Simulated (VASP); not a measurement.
# GaAs (F-43m) in VASP: single point with HSE06

Aim: the single point of GaAs with HSE06.

Program: VASP 6.6.1. These are calculated values, not measurements. Logs are shortened: lines on timing, memory, paths and dates and some standing lists are left out, and cuts for length are marked.

## (1) The structure

The structure is cubic, space group F-43m (No. 216). The conventional cell has a = 5.654 Å, b = 5.654 Å, c = 5.654 Å, α = 90.00°, β = 90.00°, γ = 90.00°. Around As (site symmetry -43m) lie 4 Ga at 2.45 Å. Around Ga (site symmetry -43m) lie 4 As at 2.45 Å.

## (2) Single point, HSE06, spin-orbit coupling, no magnetisation

File POSCAR:

```
GaAs
1.0
    0.0000000000      2.8268500000      2.8268500000
    2.8268500000      0.0000000000      2.8268500000
    2.8268500000      2.8268500000      0.0000000000
As Ga
1 1
Direct
    0.7500000000      0.7500000000      0.7500000000
    0.0000000000      0.0000000000      0.0000000000
```

File INCAR.step1:

```
SYSTEM = GaAs
  ALGO = Normal
  EDIFF = 1E-5
  ENCUT = 520
  GGA = PE
  GGA_COMPAT = .FALSE.
  ISIF = 2
  ISMEAR = 0
  KPAR = 4
  LASPH = .TRUE.
  LNONCOLLINEAR = .TRUE.
  LORBIT = 11
  LREAL = .FALSE.
  LSORBIT = .TRUE.
  LWAVE = .TRUE.
  MAGMOM = 0 0 0 0 0 0
  NELM = 60
  PREC = Accurate
  SIGMA = 0.02
```

File INCAR.step2:

```
SYSTEM = GaAs
  ALGO = Normal
  EDIFF = 1E-6
  ENCUT = 520
  GGA = PE
  GGA_COMPAT = .FALSE.
  HFSCREEN = 0.2
  ISIF = 2
  ISMEAR = 0
  ISTART = 1
  KPAR = 4
  LASPH = .TRUE.
  LCHARG = .TRUE.
  LHFCALC = .TRUE.
  LNONCOLLINEAR = .TRUE.
  LORBIT = 11
  LREAL = .FALSE.
  LSORBIT = .TRUE.
  LVHAR = .TRUE.
  LWAVE = .FALSE.
  MAGMOM = 0 0 0 0 0 0
  NELM = 60
  PREC = Accurate
  PRECFOCK = Fast
  SIGMA = 0.02
```

File KPOINTS:

```
k-points
0
G
  6 6 6
  0 0 0
```

Potentials or basis: VASP PAW PBE potentials, release 64 (As, Ga_d).

Run with:

```
> cat potpaw_PBE.64/As/POTCAR potpaw_PBE.64/Ga_d/POTCAR > POTCAR
> cp INCAR.step1 INCAR
> mpirun -np 4 vasp_ncl > vasp.out
> cp INCAR.step2 INCAR
> mpirun -np 4 vasp_ncl > vasp.out
```

OUTCAR:

```text
SYSTEM = GaAs
   EDIFF = 1E-6
   ENCUT = 520
   GGA = PE
   HFSCREEN = 0.2
   ISIF = 2
   ISMEAR = 0
   ISTART = 1
   LASPH = .TRUE.
   LHFCALC = .TRUE.
   LNONCOLLINEAR = .TRUE.
   LORBIT = 11
   LREAL = .FALSE.
   LSORBIT = .TRUE.
   NELM = 60
   PREC = Accurate
   PRECFOCK = Fast

 ion  position               nearest neighbor table
   1  0.750  0.750  0.750-   2 2.45   2 2.45   2 2.45   2 2.45
   2  0.000  0.000  0.000-   1 2.45   1 2.45   1 2.45   1 2.45

  LATTYP: Found a face centered cubic cell.
 ALAT       =     5.6537000000

  Lattice vectors:

 A1 = (   0.0000000000,   2.8268500000,   2.8268500000)
 A2 = (   2.8268500000,   0.0000000000,   2.8268500000)
 A3 = (   2.8268500000,   2.8268500000,   0.0000000000)

Analysis of symmetry for initial positions (statically):
=====================================================================
 Subroutine PRICEL returns:
 Original cell was already a primitive cell.

 Routine SETGRP: Setting up the symmetry group for a
 face centered cubic supercell.

 Subroutine GETGRP returns: Found 24 space group operations
 (whereof 24 operations were pure point group operations)
 out of a pool of 48 trial point group operations.

The static configuration has the point symmetry T_d .

Analysis of symmetry for dynamics (positions and initial velocities):
=====================================================================
 Subroutine PRICEL returns:
 Original cell was already a primitive cell.

 Routine SETGRP: Setting up the symmetry group for a
 face centered cubic supercell.

 Subroutine GETGRP returns: Found 24 space group operations
 (whereof 24 operations were pure point group operations)
 out of a pool of 48 trial point group operations.

The dynamic configuration has the point symmetry T_d .

Analysis of structural, dynamic, and magnetic symmetry:
=====================================================================
 Subroutine PRICEL returns:
 Original cell was already a primitive cell.

 Routine SETGRP: Setting up the symmetry group for a
 face centered cubic supercell.

 Subroutine GETGRP returns: Found 24 space group operations
 (whereof 24 operations were pure point group operations)
 out of a pool of 48 trial point group operations.

The overall configuration has the point symmetry T_d .

 Subroutine INISYM returns: Found 24 space group operations
 (whereof 24 operations are pure point group operations),
 and found     1 'primitive' translations

----------------------------------------------------------------------------------------

                                     Primitive cell

  volume of cell :      45.1792

  direct lattice vectors                    reciprocal lattice vectors
     0.000000000  2.826850000  2.826850000    -0.176875321  0.176875321  0.176875321
     2.826850000  0.000000000  2.826850000     0.176875321 -0.176875321  0.176875321
     2.826850000  2.826850000  0.000000000     0.176875321  0.176875321 -0.176875321

  length of vectors
     3.997769609  3.997769609  3.997769609     0.306357042  0.306357042  0.306357042

  position of ions in fractional coordinates (direct lattice)
     0.750000000  0.750000000  0.750000000
     0.000000000  0.000000000  0.000000000

  ion indices of the primitive-cell ions
   primitive index   ion index
                 1           1
                 2           2

----------------------------------------------------------------------------------------

 KPOINTS: k-points
[... 87 lines left out ...]
  Fermi-wavevector in a.u.,A,eV,Ry     =   1.204628  2.276417 19.743799  1.451128
  Thomas-Fermi vector in A             =   2.340347
   LORBIT       =     11    0 simple, 1 ext, 2 COOP (PROOUT), +10 PAW based schemes
   GGA     = PE    functional components
   LHFCALC =     T    Hartree Fock is set to
   PRECFOCK=fast      Normal, Fast or Accurate (Low or Medium for compatibility)
   ENCUT4O =  -1.0   cutoff for four orbital integrals eV
   NKREDX  =     1    reduce k-point grid by
   NKREDY  =     1    reduce k-point grid by
   NKREDZ  =     1    reduce k-point grid by
   AEXX    =    0.2500 exact exchange contribution
   HFSCREEN=    0.2000 screening length (either q_TF or 0.3 A-1)
   HFSCREENC=   0.2000 screening length for correlation (either q_TF or 0.3 A-1)
   ENCUTFOCK=  -1.0 apply spherical cutoff to Coloumb kernel
   IVDW    =     0    specifies the selected vdW correction
   LEPSILON=     F    determine dielectric tensor
   LRPA    =     F    only Hartree local field effects (RPA)
 Gauss-broadening in eV      SIGMA  =   0.02
  energy-cutoff  :      520.00
  volume of cell :       45.18
 maximum number of plane-waves:      2486
 NGX is ok and might be reduce to    30
  NGX = 18; NGY = 18; NGZ = 18

 number of electron      17.9999995 magnetization      -0.0000000     -0.0000000     -0.0000000

 number of electron      17.9999995 magnetization       0.0000000      0.0000000      0.0000000

 number of electron      17.9999995 magnetization       0.0000000     -0.0000000     -0.0000000

 Free energy of the ion-electron system (eV)
  ---------------------------------------------------
  ext. energy  EPLUGINS =         0.00000000
  ---------------------------------------------------
  free energy    TOTEN  =        -9.89173332 eV

  energy without entropy =       -9.89173332  energy(sigma->0) =       -9.89173332

 E-fermi :   3.7766     XC(G=0):  -7.9536

 val. band max:        3.6185715771   @ k =   0.0000   0.0000   0.0000
 cond. band min:       4.9322658550   @ k =   0.0000   0.0000   0.0000
 fundamental gap:      1.3136942778
 Fermi energy:         3.7766401738

 k-point     1 :       0.0000    0.0000    0.0000
  band No.  band energies     occupation
      1     -14.1237      1.00000
      2     -14.1237      1.00000
      3     -14.1237      1.00000
      4     -14.1237      1.00000
      5     -13.6968      1.00000
      6     -13.6968      1.00000
[... 627 lines left out ...]
     25      11.9154      0.00000
     26      11.9900      0.00000

------------------------ aborting loop because EDIFF is reached ----------------------------------------

  FORCE on cell =-STRESS in cart. coord.  units (eV):
  Direction    XX          YY          ZZ          XY          YZ          ZX
  --------------------------------------------------------------------------------------
  -------------------------------------------------------------------------------------
  Total        0.2742097      0.2742097      0.2742097      0.0000000      0.0000000      0.0000000
  in kB        9.7242275      9.7242275      9.7242275      0.0000000      0.0000000      0.0000000
  external PRESSURE =       9.7242275 kB  Pullay stress =       0.0000000 kB

 VOLUME and BASIS-vectors are now :
 -----------------------------------------------------------------------------
  energy-cutoff  :      520.00
  volume of cell :       45.18
      direct lattice vectors                 reciprocal lattice vectors
     0.000000000  2.826850000  2.826850000    -0.176875321  0.176875321  0.176875321
     2.826850000  0.000000000  2.826850000     0.176875321 -0.176875321  0.176875321
     2.826850000  2.826850000  0.000000000     0.176875321  0.176875321 -0.176875321

 POSITION                                       TOTAL-FORCE (eV/Angst)
 -----------------------------------------------------------------------------------
      4.24027      4.24027      4.24027         0.000000      0.000000      0.000000
      0.00000      0.00000      0.00000        -0.000000     -0.000000     -0.000000
 -----------------------------------------------------------------------------------
    total drift:                                0.000000      0.000000     -0.000000

  FREE ENERGIE OF THE ION-ELECTRON SYSTEM (eV)
  ---------------------------------------------------
  free  energy   TOTEN  =        -9.8917333192 eV

  energy  without entropy=       -9.8917333192  energy(sigma->0) =       -9.89173332

 Spin-Orbit-Coupling matrix elements

 Ion:    1  E_soc:     -0.0227091
 l=   1
     0.0000000    -0.0037768    -0.0037768
    -0.0037768     0.0000000    -0.0037768
    -0.0037768    -0.0037768     0.0000000
 l=   2
     0.0000000    -0.0000045     0.0000000    -0.0000045    -0.0000035
    -0.0000045     0.0000000    -0.0000027    -0.0000045    -0.0000009
     0.0000000    -0.0000027     0.0000000    -0.0000027     0.0000000
    -0.0000045    -0.0000045    -0.0000027     0.0000000    -0.0000009
    -0.0000035    -0.0000009     0.0000000    -0.0000009     0.0000000
 l=   3
     0.0000000     0.0000000     0.0000000     0.0000000     0.0000000     0.0000000     0.0000000
     0.0000000     0.0000000     0.0000000     0.0000000     0.0000000     0.0000000     0.0000000
     0.0000000     0.0000000     0.0000000     0.0000000     0.0000000     0.0000000     0.0000000
     0.0000000     0.0000000     0.0000000     0.0000000     0.0000000     0.0000000     0.0000000
     0.0000000     0.0000000     0.0000000     0.0000000     0.0000000     0.0000000     0.0000000
     0.0000000     0.0000000     0.0000000     0.0000000     0.0000000     0.0000000     0.0000000
     0.0000000     0.0000000     0.0000000     0.0000000     0.0000000     0.0000000     0.0000000

 Ion:    2  E_soc:     -0.0107106
 l=   1
     0.0000000    -0.0010361    -0.0010361
    -0.0010361     0.0000000    -0.0010361
    -0.0010361    -0.0010361     0.0000000
 l=   2
     0.0000000    -0.0001506     0.0000000    -0.0001506    -0.0005984
    -0.0001506     0.0000000    -0.0004488    -0.0001506    -0.0001496
     0.0000000    -0.0004488     0.0000000    -0.0004488     0.0000000
    -0.0001506    -0.0001506    -0.0004488     0.0000000    -0.0001496
    -0.0005984    -0.0001496     0.0000000    -0.0001496     0.0000000
 l=   3
     0.0000000     0.0000000     0.0000000     0.0000000     0.0000000     0.0000000     0.0000000
     0.0000000     0.0000000     0.0000000     0.0000000     0.0000000     0.0000000     0.0000000
     0.0000000     0.0000000     0.0000000     0.0000000     0.0000000     0.0000000     0.0000000
     0.0000000     0.0000000     0.0000000     0.0000000     0.0000000     0.0000000     0.0000000
     0.0000000     0.0000000     0.0000000     0.0000000     0.0000000     0.0000000     0.0000000
     0.0000000     0.0000000     0.0000000     0.0000000     0.0000000     0.0000000     0.0000000
     0.0000000     0.0000000     0.0000000     0.0000000     0.0000000     0.0000000     0.0000000

 total charge

# of ion       s       p       d       tot
------------------------------------------
    1        1.217   1.650   0.032   2.898
    2        0.839   0.801  10.010  11.650
--------------------------------------------------
tot          2.056   2.451  10.042  14.549

 magnetization (x)

# of ion       s       p       d       tot
------------------------------------------
    1        0.000  -0.000   0.000  -0.000
    2        0.000  -0.000   0.000  -0.000
--------------------------------------------------
tot          0.000  -0.000   0.000  -0.000

 magnetization (y)

# of ion       s       p       d       tot
------------------------------------------
    1        0.000   0.000   0.000   0.000
    2        0.000   0.000   0.000   0.000
--------------------------------------------------
tot          0.000   0.000   0.000   0.000

 magnetization (z)

# of ion       s       p       d       tot
------------------------------------------
    1       -0.000   0.000   0.000   0.000
    2        0.000   0.000   0.000   0.000
--------------------------------------------------
tot          0.000   0.000   0.000   0.000
```

It took 43 min on 4 MPI ranks of Intel Xeon Platinum 8488C (Sapphire Rapids), shared host; peak memory 0.39 GiB.

What came out:

```yaml
Free_energy: -9.8917 eV
Pressure: 1.0 GPa
Valence_electrons_inside_the_program's_atomic_spheres: As 2.90; Ga 11.65
```

Caveat: the PAW data sets were made with another functional, which shifts forces and pressure a little.
